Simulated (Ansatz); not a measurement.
Crystal: HfO2.

```
CELL_PARAMETERS angstrom
5.21946 0.00000 0.00000
0.00000 5.00476 0.00000
0.00000 0.00000 5.03269
ATOMIC_POSITIONS crystal
Hf 0.96699 0.73252 0.74144
Hf 0.53301 0.73252 0.24144
Hf 0.46699 0.26748 0.74144
Hf 0.03301 0.26748 0.24144
O 0.63213 0.92865 0.87927
O 0.86787 0.92865 0.37927
O 0.23395 0.53988 0.49229
O 0.26605 0.53988 0.99229
O 0.76605 0.46012 0.99229
O 0.73395 0.46012 0.49229
O 0.13213 0.07135 0.87927
O 0.36787 0.07135 0.37927
```

Measurements of this composition are mostly on another form, of space group No. 14.

Base run:

```yaml
Program: Ansatz 0.2.0
Functional: r2SCAN
Potentials_or_basis: Ansatz PAW
Cutoff: "500 eV (not typed: the program's choice for these potentials)"
k_mesh: 4 × 5 × 4
Occupations: fermi-dirac, width 0.05 eV
Spin: no spin polarisation
```

Its results: band gap on the k mesh 5.06 eV, indirect (least direct gap 5.28 eV); pressure 4.0 GPa; largest force 0.066 eV/Å.

The run is repeated on the same cell with these changes: functional from r2SCAN to PBEsol; cutoff from 500 eV (not typed: the program's choice for these potentials) to 420 eV (not typed: the program's choice for these potentials). What comes out?

Band gap on the k mesh 4.43 eV, indirect (least direct gap 4.66 eV); pressure 1.7 GPa; largest force 0.096 eV/Å.

r2SCAN gives the wider gap, since meta-GGAs in the generalised Kohn-Sham scheme recover part of the derivative discontinuity.

Caveats: spin-orbit coupling is left out, which moves the levels of the heavy elements; the PAW data sets come from PBE, with cores solved anew for the run's functional, which leaves a small shift of forces and pressure.
